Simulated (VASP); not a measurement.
# SiNi3 (Pm-3m) in VASP: notebook

One crystal, SiNi3, is run at these levels: PBEsol; tasks: single point, relaxation of cell and atoms.

Program: VASP 6.6.1. These are calculated values, not measurements. Logs are shortened: lines on timing, memory, paths and dates and some standing lists are left out, and cuts for length are marked.

## Step 1: Starting point

It takes space group Pm-3m (No. 221, cubic). The conventional cell has a = 3.461 Å, b = 3.461 Å, c = 3.461 Å, α = 90.00°, β = 90.00°, γ = 90.00°. Si (site symmetry m-3m) is surrounded by 12 Ni at 2.45 Å. Ni (site symmetry 4/mmm) has 4 Si at 2.45 Å and 8 Ni at 2.45 Å as nearest neighbours.

## Step 2: Single point, PBEsol

Input file INCAR:

```
PREC = Accurate
ENCUT = 520
EDIFF = 1E-6
ISMEAR = 0
SIGMA = 0.1
LREAL = False
LASPH = True
NELM = 100
ALGO = Normal
ISIF = 2
LWAVE = False
LCHARG = False
GGA = PS
NBANDS = 25
```

Input file KPOINTS:

```
Automatic mesh
0
Gamma
  12 12 12
```

Input file POSCAR:

```
SiNi3
1.0
    3.4612457523      0.0000000000      0.0000000000
    0.0000000000      3.4612457523      0.0000000000
    0.0000000000      0.0000000000      3.4612457523
Si Ni
1 3
Direct
    0.0000000000      0.0000000000      0.0000000000
    0.0000000000      0.5000000000      0.5000000000
    0.5000000000      0.0000000000      0.5000000000
    0.5000000000      0.5000000000      0.0000000000
```

Potentials or basis: VASP PAW PBE potentials, release 64 (Si, Ni).

On the command line:

```sh
$ cat potpaw_PBE.64/Si/POTCAR potpaw_PBE.64/Ni/POTCAR > POTCAR
$ mpirun -np 1 vasp_std > vasp.out
```

OUTCAR:

```text
PREC = Accurate
   ENCUT = 520
   EDIFF = 1E-6
   ISMEAR = 0
   LREAL = False
   LASPH = True
   NELM = 100
   ISIF = 2
   GGA = PS

 ion  position               nearest neighbor table
   1  0.000  0.000  0.000-   2 2.45   3 2.45   4 2.45   2 2.45   3 2.45   2 2.45   4 2.45   2 2.45
                             3 2.45   4 2.45   3 2.45   4 2.45
   2  0.000  0.500  0.500-   1 2.45   3 2.45   4 2.45   1 2.45   4 2.45   1 2.45   3 2.45   1 2.45
                             3 2.45   4 2.45   4 2.45   3 2.45
   3  0.500  0.000  0.500-   1 2.45   2 2.45   4 2.45   1 2.45   4 2.45   2 2.45   4 2.45   4 2.45
                             1 2.45   2 2.45   1 2.45   2 2.45
   4  0.500  0.500  0.000-   1 2.45   2 2.45   3 2.45   2 2.45   3 2.45   1 2.45   3 2.45   3 2.45
                             1 2.45   2 2.45   2 2.45   1 2.45

  LATTYP: Found a simple cubic cell.
 ALAT       =     3.4612457523

  Lattice vectors:

 A1 = (   3.4612457523,   0.0000000000,   0.0000000000)
 A2 = (   0.0000000000,   3.4612457523,   0.0000000000)
 A3 = (   0.0000000000,   0.0000000000,   3.4612457523)

Analysis of symmetry for initial positions (statically):
=====================================================================
 Subroutine PRICEL returns:
 Original cell was already a primitive cell.

 Routine SETGRP: Setting up the symmetry group for a
 simple cubic supercell.

 Subroutine GETGRP returns: Found 48 space group operations
 (whereof 48 operations were pure point group operations)
 out of a pool of 48 trial point group operations.

The static configuration has the point symmetry O_h .

Analysis of symmetry for dynamics (positions and initial velocities):
=====================================================================
 Subroutine PRICEL returns:
 Original cell was already a primitive cell.

 Routine SETGRP: Setting up the symmetry group for a
 simple cubic supercell.

 Subroutine GETGRP returns: Found 48 space group operations
 (whereof 48 operations were pure point group operations)
 out of a pool of 48 trial point group operations.

The dynamic configuration has the point symmetry O_h .

 Subroutine INISYM returns: Found 48 space group operations
 (whereof 48 operations are pure point group operations),
 and found     1 'primitive' translations

----------------------------------------------------------------------------------------

                                     Primitive cell

  volume of cell :      41.4665

  direct lattice vectors                    reciprocal lattice vectors
     3.461245752  0.000000000  0.000000000     0.288913320  0.000000000  0.000000000
     0.000000000  3.461245752  0.000000000     0.000000000  0.288913320  0.000000000
     0.000000000  0.000000000  3.461245752     0.000000000  0.000000000  0.288913320

  length of vectors
     3.461245752  3.461245752  3.461245752     0.288913320  0.288913320  0.288913320

  position of ions in fractional coordinates (direct lattice)
     0.000000000  0.000000000  0.000000000
     0.000000000  0.500000000  0.500000000
     0.500000000  0.000000000  0.500000000
     0.500000000  0.500000000  0.000000000

  ion indices of the primitive-cell ions
   primitive index   ion index
                 1           1
                 2           2
                 3           3
                 4           4

----------------------------------------------------------------------------------------

 KPOINTS: Automatic mesh

Automatic generation of k-mesh.
 Grid dimensions read from file:
 generate k-points for:   12   12   12

 Generating k-lattice:

  Cartesian coordinates                     Fractional coordinates (reciprocal lattice)
     0.024076110  0.000000000  0.000000000     0.083333333  0.000000000  0.000000000
     0.000000000  0.024076110  0.000000000     0.000000000  0.083333333  0.000000000
     0.000000000  0.000000000  0.024076110     0.000000000  0.000000000  0.083333333

  Length of vectors
     0.024076110  0.024076110  0.024076110

  Shift w.r.t. Gamma in fractional coordinates (k-lattice)
     0.000000000  0.000000000  0.000000000

 Subroutine IBZKPT returns following result:
 ===========================================

 Found     84 irreducible k-points:

 Following reciprocal coordinates:
            Coordinates               Weight
  0.000000  0.000000  0.000000      1.000000
  0.083333  0.000000  0.000000      6.000000
  0.166667  0.000000  0.000000      6.000000
  0.250000  0.000000  0.000000      6.000000
  0.333333  0.000000  0.000000      6.000000
  0.416667  0.000000  0.000000      6.000000
[... 16 lines left out ...]
  0.333333  0.333333  0.000000     12.000000
  0.416667  0.333333  0.000000     24.000000
 [... further k-points ...]
   k-points           NKPTS =     84   k-points in BZ     NKDIM =     84   number of bands    NBANDS=     25
   number of dos      NEDOS =    301   number of ions     NIONS =      4
   total plane-waves  NPLWV =  21952
   dimension x,y,z NGX =    28 NGY =   28 NGZ =   28
   dimension x,y,z NGXF=    56 NGYF=   56 NGZF=   56
   ions per type =               1   3
   NGX,Y,Z   is equivalent  to a cutoff of  13.45, 13.45, 13.45 a.u.
   NGXF,Y,Z  is equivalent  to a cutoff of  26.90, 26.90, 26.90 a.u.
 SYSTEM =  unknown system
   PREC   = accura    normal or accurate (medium, high low for compatibility)
   ISTART =      0    job   : 0-new  1-cont  2-samecut
   ICHARG =      2    charge: 1-file 2-atom 10-const
   ISPIN  =      1    spin polarized calculation?
   LNONCOLLINEAR =      F non collinear calculations
   LSORBIT =      F    spin-orbit coupling
   LASPH  =      T    aspherical Exc in radial PAW
   ENCUT  =  520.0 eV  38.22 Ry    6.18 a.u.   6.44  6.44  6.44*2*pi/ulx,y,z
   NELM   =    100;   NELMIN=  2; NELMDL= -5     # of ELM steps
   EDIFF  = 0.1E-05   stopping-criterion for ELM
   LREAL  =      F    real-space projection
   EDIFFG = 0.1E-04   stopping-criterion for IOM
   NSW    =      0    number of steps for IOM
   IBRION =     -1    ionic relax: 0-MD 1-quasi-New 2-CG
   NFREE  =      0    steps in history (QN), initial steepest desc. (CG)
   ISIF   =      2    stress and relaxation
   ISYM   =      2    0-nonsym 1-usesym 2-fastsym
   POTIM  = 0.5000    time-step for ionic-motion
   TEBEG  =    0.0;   TEEND  =   0.0 temperature during run
   PSTRESS=    0.0 pullay stress
   NELECT =      34.0000    total number of electrons
   NUPDOWN=      -1.0000    fix difference up-down
   EMIN   =  10.00;   EMAX   =-10.00  energy-range for DOS
   EFERMI =   0.00;   METHOD = LEGACY
   ISMEAR =     0;   SIGMA  =   0.10  broadening in eV -4-tet -1-fermi 0-gaus
   EFERMI_NEDOS =   21; number of points for ismear=-14 and -15
   IALGO  =     38    algorithm
   IMIX   =      4    mixing-type and parameters
     AMIX     =   0.40;   BMIX     =  1.00
     AMIX_MAG =   1.60;   BMIX_MAG =  1.00
  volume/ion in A,a.u.               =      10.37        69.96
  Fermi-wavevector in a.u.,A,eV,Ry     =   1.532270  2.895571 31.944467  2.347852
  Thomas-Fermi vector in A             =   2.639499
   LORBIT       =      0    0 simple, 1 ext, 2 COOP (PROOUT), +10 PAW based schemes
   GGA     = PS    functional components
   LHFCALC =     F    Hartree Fock is set to
   AEXX    =    0.0000 exact exchange contribution
   IVDW    =     0    specifies the selected vdW correction
   LEPSILON=     F    determine dielectric tensor
   LRPA    =     F    only Hartree local field effects (RPA)
 non-spin polarized calculation
 Gauss-broadening in eV      SIGMA  =   0.10
  energy-cutoff  :      520.00
  volume of cell :       41.47
 maximum number of plane-waves:      1141
 NGX is ok and might be reduce to    28
   NGX = 13   NGY = 13   NGZ = 13

 number of electron      33.9999971 magnetization

 Free energy of the ion-electron system (eV)
  ---------------------------------------------------
  ext. energy  EPLUGINS =         0.00000000
  ---------------------------------------------------
  free energy    TOTEN  =       -26.29728070 eV

  energy without entropy =      -26.28733392  energy(sigma->0) =      -26.29230731

 E-fermi :  11.0937     XC(G=0): -13.4548

 val. band max:       11.0853989973   @ k =   0.0833   0.0833   0.0000
 cond. band min:      11.1208121199   @ k =   0.4167   0.4167   0.3333
 fundamental gap:      0.0354131226
 Fermi energy:        11.0936919206

 k-point     1 :       0.0000    0.0000    0.0000
  band No.  band energies     occupation
      1      -1.1441      2.00000
      2       5.9615      2.00000
      3       6.7895      2.00000
      4       6.7895      2.00000
      5       7.3362      2.00000
      6       7.3362      2.00000
[... 17 lines left out ...]
     24      21.9262      0.00000
     25      21.9262      0.00000

 k-point     2 :       0.0833    0.0000    0.0000
  band No.  band energies     occupation
      1      -1.0599      2.00000
      2       5.9823      2.00000
      3       6.6743      2.00000
      4       6.8501      2.00000
      5       7.3309      2.00000
      6       7.3309      2.00000
[... 17 lines left out ...]
     24      21.6555      0.00000
     25      21.7197      0.00000

 k-point     3 :       0.1667    0.0000    0.0000
  band No.  band energies     occupation
      1      -0.8103      2.00000
      2       5.8877      2.00000
      3       6.4458      2.00000
      4       7.0254      2.00000
      5       7.3107      2.00000
      6       7.3107      2.00000
[... 552 lines left out ...]
 k-point    23 :       0.3333    0.3333    0.0000
  band No.  band energies     occupation
      1       1.2481      2.00000
      2       5.1118      2.00000
      3       5.2260      2.00000
      4       7.0132      2.00000
      5       7.2878      2.00000
      6       7.8458      2.00000
[... 17 lines left out ...]
     24      21.2172      0.00000
     25      21.8384      0.00000

 k-point    24 :       0.4167    0.3333    0.0000
  band No.  band energies     occupation
      1       1.7259      2.00000
      2       4.4881      2.00000
      3       5.4266      2.00000
      4       6.9750      2.00000
      5       7.3674      2.00000
      6       8.0139      2.00000
[... 17 lines left out ...]
     24      21.2121      0.00000
     25      22.1759      0.00000

 [... further k-points ...]

------------------------ aborting loop because EDIFF is reached ----------------------------------------

  FORCE on cell =-STRESS in cart. coord.  units (eV):
  Direction    XX          YY          ZZ          XY          YZ          ZX
  --------------------------------------------------------------------------------------
  -------------------------------------------------------------------------------------
  Total        0.0160689      0.0160689      0.0160689      0.0000000     -0.0000000      0.0000000
  in kB        0.6208696      0.6208696      0.6208696      0.0000000     -0.0000000      0.0000000
  external PRESSURE =       0.6208696 kB  Pullay stress =       0.0000000 kB

 VOLUME and BASIS-vectors are now :
 -----------------------------------------------------------------------------
  energy-cutoff  :      520.00
  volume of cell :       41.47
      direct lattice vectors                 reciprocal lattice vectors
     3.461245752  0.000000000  0.000000000     0.288913320  0.000000000  0.000000000
     0.000000000  3.461245752  0.000000000     0.000000000  0.288913320  0.000000000
     0.000000000  0.000000000  3.461245752     0.000000000  0.000000000  0.288913320

 POSITION                                       TOTAL-FORCE (eV/Angst)
 -----------------------------------------------------------------------------------
      0.00000      0.00000      0.00000         0.000000      0.000000      0.000000
      0.00000      1.73062      1.73062         0.000000      0.000000      0.000000
      1.73062      0.00000      1.73062         0.000000      0.000000      0.000000
      1.73062      1.73062      0.00000         0.000000      0.000000      0.000000
 -----------------------------------------------------------------------------------
    total drift:                                0.000000      0.000000      0.000000

  FREE ENERGIE OF THE ION-ELECTRON SYSTEM (eV)
  ---------------------------------------------------
  free  energy   TOTEN  =       -26.2972806998 eV

  energy  without entropy=      -26.2873339245  energy(sigma->0) =      -26.29230731
```

Wall time 39 s (1 thread of Intel Xeon 6975P-C (Granite Rapids), shared host); peak memory 0.2 GiB.

What came out:

```yaml
Free_energy: -26.2973 eV
Pressure: 0.1 GPa
Band_gap_on_the_k_mesh: none (metal or under the smearing width)
```

Levels at points of the mesh, in eV from the Fermi level:
```tsv
k point	band 15	band 16	band 17	band 18	band 19	band 20
(0.00, 0.00, 0.00)	-0.64	-0.30	0.04	0.04	0.04	5.21
(0.50, 0.00, 0.00)	-1.21	-0.57	0.04	3.77	3.77	5.34
(0.50, 0.50, 0.00)	-1.17	-1.07	-1.01	0.70	0.70	5.86
(0.50, 0.50, 0.50)	-1.31	-0.52	-0.21	-0.21	-0.21	1.40
```

Caveat: the PAW data sets were made with another functional, which shifts forces and pressure a little. Spin polarisation is off, so any magnetic state and its effect on volume and gap are missing.

[end of part 1 of 2]
